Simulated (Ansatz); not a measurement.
H2O on the (001) surface of HfO2, space group P2_1/c (No. 14) (top face towards +c; held atoms: 1, 2, 3, 4, 5, 6, 7, 8, 9, 10, 11, 12), one molecule per 26.7 Å². Starting structure (heteroatom down, lowest atom O over a bridge O-Hf site; the molecule's atoms stand last):

```
CELL_PARAMETERS angstrom
5.12610 0.00000 0.00000
0.00000 5.20218 0.00000
0.00000 0.00000 28.35341
ATOMIC_POSITIONS crystal
O 0.63479 0.24192 0.28215
O 0.53613 0.75808 0.28984
O 0.18324 0.33582 0.31518
Hf 0.84450 0.54244 0.32442
Hf 0.41188 0.04244 0.33985
O 0.07314 0.83582 0.34909
O 0.72025 0.25808 0.37443
O 0.62159 0.74192 0.38212
O 0.26870 0.16418 0.40746
Hf 0.92997 0.95756 0.41670
Hf 0.49734 0.45756 0.43213
O 0.15860 0.66418 0.44137
O 0.80594 0.24606 0.46942
O 0.70674 0.76156 0.47808
O 0.34914 0.33210 0.50148
Hf 0.01754 0.54131 0.50780
Hf 0.59046 0.05203 0.52448
O 0.24556 0.83502 0.53677
O 0.87837 0.27490 0.56180
O 0.78652 0.76387 0.57239
O 0.42240 0.18077 0.59424
Hf 0.11465 0.95346 0.60110
Hf 0.61936 0.48539 0.61234
O 0.31296 0.68620 0.63432
O 0.21380 0.81983 0.71050
H 0.23685 0.96863 0.73188
H 0.19076 0.67103 0.73188
```

The calculation used Ansatz, DFT PBE+D3(BJ), scalar-relativistic, plane waves, PAW. Cutoff 420 eV; k points 3×3×1 on the computed 27-atom cell (Γ-centred); Gaussian smearing, width 0.05 eV; no spin polarisation. A dipole correction removes the field between periodic images along c.

E_ads is per molecule, from the clean relaxed slab and the free relaxed molecule; negative means bound; no zero-point or thermal terms, forces under 0.04 eV/Å, and the free molecule is spin-polarised where open-shell. Heights count from the highest slab atom.

Problem. What does it relax to?

Solution. E_ads = -3.55 eV; the molecule splits into H + HO. Final structure after 53 steps:

```xyz
27
Lattice="5.1261 0.0000 0.0000 0.0000 5.2022 0.0000 0.0000 0.0000 28.3534" Properties=species:S:1:pos:R:3 pbc="T T T"
O     3.2540    1.2585    8.0000
O     2.7483    3.9437    8.2180
O     0.9393    1.7470    8.9365
Hf    4.3290    2.8219    9.1985
Hf    2.1113    0.2208    9.6359
O     0.3749    4.3481    9.8980
O     3.6921    1.3426   10.6164
O     3.1863    3.8596   10.8345
O     1.3774    0.8541   11.5529
Hf    4.7671    4.9814   11.8150
Hf    2.5494    2.3803   12.2523
O     0.8130    3.4552   12.5144
O     4.1204    1.2589   13.2263
O     3.6216    3.9462   13.4742
O     1.8001    1.7147   14.1772
Hf    0.0786    2.8054   14.4253
Hf    2.9844    0.2213   14.8883
O     1.2843    4.2825   15.2264
O     4.5279    1.3435   15.8085
O     4.0832    3.8618   16.0743
O     2.2410    0.8502   16.8813
Hf    0.5889    4.8572   17.1590
Hf    3.4245    2.4413   17.3905
O     1.7603    3.4304   17.9175
O    -0.2357    6.4680   18.4421
H    -0.6682    9.0326   18.4469
H     0.4494    7.1346   18.6729
```

Each end is the local minimum that its start leads to. This ideal cut of an insulator has dangling bonds and is metallic here; real surfaces reconstruct or are passivated, and bind more weakly. The pieces were run without spin polarisation.